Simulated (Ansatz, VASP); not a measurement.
**MgO in VASP and in Ansatz**

```
Mg O
1.0
     0.06321    2.16537    2.16537
     2.16537    0.06321    2.16537
     2.16537    2.16537    0.06321
Mg O
1 1
Direct
  0.00000 0.00000 0.00000
  0.50000 0.50000 0.50000
```

Change from the starting cell: shear_111 strain +4.5%.

Alike in both runs: task single point; functional PBE; k mesh 10 × 10 × 10; occupations fermi-dirac, width 0.02 eV; no spin polarisation.

|  | VASP | Ansatz |
| --- | --- | --- |
| version | VASP 6.6.1 | Ansatz 0.2.0 |
| potentials or method | VASP PAW PBE potentials, release 64 (Mg, O) | plane waves, PAW |
| plane-wave cutoff (eV) | 520 | 420 |
| valence electrons in the cell | 8 | 16 |

Ansatz gave:

- gap on the k mesh at the Fermi level (eV): 4.23
- pressure (GPa): -1.3
- largest component of the traceless stress (GPa): 4.38

Problem. What did VASP give for the same quantities?

Solution. gap on the k mesh at the Fermi level (eV): 4.21; pressure (GPa): -2.0; largest component of the traceless stress (GPa): 4.41.

With one functional, cell and mesh, what is left measures potentials, basis and numerics. The two sets of potentials don't hold the same shells in valence.
